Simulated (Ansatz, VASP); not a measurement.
## Sn in VASP and in Ansatz

```
Sn
1.0
     5.08903    0.00000    0.00000
    -2.54452    4.40723    0.00000
     0.00000    0.00000    3.15835
Sn
2
Cartesian
  0.0000 2.9382 0.0000
  2.5445 1.4691 0.0000
```

Alike in both runs: functional PBE; k mesh 6 × 6 × 6; occupations gaussian, width 0.1 eV; no spin polarisation.

Ansatz relaxed the structure, and its values are those at the end. VASP's run is a single point on that final structure, the one shown.

|  | VASP | Ansatz |
| --- | --- | --- |
| version | VASP 6.6.1 | Ansatz 0.2.0 |
| potentials or method | VASP PAW PBE potentials, release 64 (Sn_d) | scalar-relativistic, plane waves, PAW |
| plane-wave cutoff (eV) | 520 | 420 |
| valence electrons in the cell | 28 | 28 |

```csv
,VASP,Ansatz,Ansatz less VASP
gap on the k mesh at the Fermi level (eV),none,none,-
pressure (GPa),0.1,0.1,+0.05
```

A gap of «none» marks a metal or a gap that the smearing closes.
